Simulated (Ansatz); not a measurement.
Crystal: Sb.

```
Sb
1.0
     3.16000    0.00000    0.00000
     0.00000    3.16000    0.00000
     0.00000    0.00000    3.16000
Sb
1
Direct
  0.00000 0.00000 0.00000
```

This isn't the form of Sb at room conditions, which is rhombohedral.

Below is the output of Ansatz 0.2.0 for this cell. Logs are shortened: lines on timing, memory, paths and dates and some standing lists are left out, and cuts for length are marked.

```text
Warning: RAYON_NUM_THREADS=2 ignored (pool sized by the plan → 2); use --threads N
Engine: ansatz 0.2.0, aarch64-unknown-linux-gnu
Pseudopotentials: kind: paw
Pseudopotential: Sb, paw, valence charge 15, recommended cutoff 420 eV (normal), Sb.paw.azcp
Functional definition: RPBE
  parameter kappa = 0.804
  parameter beta = 0.06672455060314922
  exchange = rpbe_x(kappa = kappa, mu = beta*pi^2/3)
  correlation = pbe_c(beta = beta)
Crystal: 1 atoms, lattice volume = 31.554 Å³
Basis set: ecut = 420 eV, 619 PW (Γ), exchange–correlation on 48×48×48 points (8 copies of the dense FFT grid, shifted against one another)
Bands: 12, of which v1, the nominal top of the filled ones, is band 8 counted from 1 (7 counted from 0)
Symmetry: 48 space group operations
Space group: Pm-3m (ITA 221), of the structure as read, at distance tolerance 3.2e-5 Å
k-points: 35 of 512
Non-local potential: Sb, projectors of the file, l = 0: 2, l = 1: 2, l = 2: 2, l = 3: 2
PAW form: soft (Blöchl's): semilocal exchange-correlation on the pseudo side does not see the compensation charge
PAW frozen core: Sb, regenerated for the run's functional, and the local potential with it (the file was generated under x = pbe(κ = 0.804, μ = 0.2195149727645171), c = pbe(β = 0.06672455060314922))
PAW one-centre angular grid: Sb, 590 points (default); XC on 64 Gauss nodes
Initial density: superposition of atomic densities (neutral atoms: chi_scale 0, normalization atom), corrected by the library's trained network
Initial wavefunctions: pseudopotential atomic-orbital guess
Functional: x = rpbe, c = pbe(β = 0.06672455060314922)
SCF iter   1: F=—  HF=-6493.110885 eV  |F-HF|=—  |Δ(HF+E_count)|=         —  Δρ=2.38e-3  dr2=6.98e-4  ethr=1.77e-3  ⟨swp⟩=5.7  Hψ=2495  notcnv=0
preconditioner: auto → none  [insulator: Δε(μ)=0.240 eV  Ē_g=11.852 eV  σ=0.050 eV  W_gap=0.54  n_scr=6 (ndim 8)  ℏωp=14.8 eV  f_vac=0.004  D(μ)=0.98/eV (n_scr^D=6)  ε∞_Penn≈2.6]
SCF iter   2: F=—  HF=-6493.109864 eV  |F-HF|=—  |Δ(HF+E_count)|=   1.02e-3  Δρ=7.92e-4  dr2=9.74e-5  ethr=4.65e-6  ⟨swp⟩=2.0  Hψ=979  notcnv=0  defer=1
SCF iter   3: F=—  HF=-6493.109906 eV  |F-HF|=—  |Δ(HF+E_count)|=   4.24e-5  Δρ=2.51e-4  dr2=7.82e-6  ethr=6.50e-7  ⟨swp⟩=1.9  Hψ=461  notcnv=0  defer=1
SCF iter   4: F=—  HF=-6493.109912 eV  |F-HF|=—  |Δ(HF+E_count)|=   6.23e-6  Δρ=2.97e-5  dr2=2.97e-7  ethr=5.21e-8  ⟨swp⟩=2.6  Hψ=613  notcnv=0  defer=1
iter 5 did not close the SCF: its close was put off for the readings that it lacked (scf_convergence_deferred on its scf_iter line)
[... 34 lines left out ...]
SCF converged after 4 iterations
Free energy (F): -6493.111992 eV
Harris-Foulkes:  -6493.111992 eV  (|F-HF|=1.18e-11)
Internal energy: -6493.104791 eV  (E = F + TS)
E sigma→0 (E₀):  -6493.108392 eV
Entropy (-TS):   -0.007201 eV (-7.201 meV/atom)
Fermi energy:    9.489574 eV
--- Per-component energies (eV) ---
  E_band       = -173.125987
  E_kinetic    = 205.645908
  E_local      = -1596.424477  (includes V_loc(G=0)·N_el)
  E_nonlocal   = 361.426948
  E_hartree    = 722.701312
  E_xc         = -138.138607
  E_vxc        = -95.415749  (∫ρ·V_xc dr)
  E_paw        = -4583.934792  (= ΣΔE_a)
  E_vpaw       = -493.761275  (= ΣTr[D̂ρ^β])
  E_aug_tail   = -0.000001  (compensation charges beyond the density's cutoff)
  E_ewald      = -1464.371260
  E_core_change = -0.009821  (= ΣΔE_core)
  E_smearing   = -0.007201  (= −TS)
  E_closure    = 0.000000  (closes the sum)
  Σ components = -6493.111992   (vs F -6493.111992, Δ=0.00e0)
--- Forces (eV/Å), atoms counted from 1 ---
  atom   1  Sb    -0.00000000     0.00000000    -0.00000000
  max |Σ_I F_I| component: 4.11e-32 eV/Å
--- Stress (GPa, compression-positive) ---
       -0.011830      -0.000000      -0.000000
       -0.000000      -0.011830       0.000000
       -0.000000       0.000000      -0.011830
  P = ⅓ Tr σ = -0.0118 GPa (-0.118 kbar)
--- Band table (eV; the first three rows and the last of 35) ---
  k-point 0: bands = ["-19.6644", "-19.6644", "-19.5120", "-19.5120", "-19.5120", "-2.5667", "12.7274", "12.7274", "12.7274", "16.5634", "16.5634", "17.6542"]
  k-point 1: bands = ["-19.6636", "-19.6441", "-19.5177", "-19.5177", "-19.5115", "-2.3493", "10.5925", "12.9380", "12.9380", "16.7500", "17.3981", "19.5383"]
  k-point 2: bands = ["-19.6615", "-19.5951", "-19.5315", "-19.5315", "-19.5104", "-1.7213", "7.6577", "13.5155", "13.5155", "17.3013", "18.0426", "23.3260"]
  k-point 34: bands = ["-19.5937", "-19.5937", "-19.5937", "-19.4438", "-19.4438", "4.8488", "7.9837", "7.9837", "7.9837", "14.4611", "14.4611", "14.4611"]
--- Relaxed structure (3 steps of the walk, 3 accepted, 1 SCFs on fresh bases) ---
  F+E_penalty+E_count = -6493.11199223 eV   max|allowed force component| = 0.000e0 eV/Å   (the final SCF, on the basis selected at the relaxed cell)
  cell:  # Å, volume = 30.9225 Å³
    - [3.1387591928542125, 2.5679065925163143e-34, -1.2839532962581572e-34]
    - [2.5679065925163143e-34, 3.1387591928542125, 0.0]
    - [-1.2839532962581572e-34, 0.0, 3.1387591928542125]
  atoms:
    - { symbol: Sb, position: [0.0, 0.0, 0.0] }
```

**Question.** What input gives this log?

**Answer.** Relaxation of cell and atoms with RPBE, no spin polarisation. The files as run (others can give the same):

input.yaml
```yaml
crystal:
  lattice:
    - [3.16, 0.0, 0.0]
    - [0.0, 3.16, 0.0]
    - [0.0, 0.0, 3.16]
  atoms:
    - { symbol: Sb, position: [0.0, 0.0, 0.0] }
hamiltonian:
  xc: rpbe
  pseudopotentials: { kind: paw }
kpoints:
  mp_grid: { grid: [8, 8, 8] }
scf:
  occupations: { method: fermi_dirac, width: 0.05 }
output:
  forces: true
  stress: true
  eigenvalues: true
relax:
  f_tol: 0.01
  max_steps: 40
  cell: { stress_tol: 0.05 }
```

Potentials or basis: Ansatz PAW.
The run is started by
```console
$ ansatz run input.yaml --threads 2 --pin off --max-ram 5632MiB --backend cpu --events-out ev --progress --plain --runs-dir out
```

Caveat: the plane-wave basis is chosen anew once the cell has moved, so the energies of steps on either side of that aren't comparable; the PAW data sets come from PBE, with cores solved anew for the run's functional, which leaves a small shift of forces and pressure.
